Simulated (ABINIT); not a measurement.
SnSe, 2 atoms in the cell. Symmetry: Fm-3m, No. 225, cubic system. The conventional cell has a = 6.020 Å, b = 6.020 Å, c = 6.020 Å, α = 90.00°, β = 90.00°, γ = 90.00°. Around Sn (site symmetry m-3m) lie 6 Se at 3.01 Å. Se (site symmetry m-3m) is surrounded by 6 Sn at 3.01 Å. Measurements of this composition are mostly on another form, of space group No. 62.

| Item | Value |
| --- | --- |
| Program | ABINIT 10.8.3 (patched build) |
| Task | single point |
| Functional | r2SCAN |
| Potentials or basis | JTH PAW PBE v2.0 |
| Cutoff | 490 eV |
| k mesh | 5 × 5 × 5 |
| Occupations | fermi-dirac, width 0.05 eV |
| Spin | no spin polarisation |
| Fine-grid cutoff | 979.61 eV |

Potentials or basis: JTH PAW PBE v2.0.

The run is started by

```bash
$ abinit run.abi > log 2>&1
```

Hardware: 1 thread of Arm Neoverse V1 (shared host).

Task: How long does it take, and how much memory?

Result: Wall time 29 s on 1 thread of Arm Neoverse V1 (shared host), peak memory 0.14 GiB. Counts: scf iterations 9, mpi ranks 1, k points 10, bands 14, plane waves 1350.
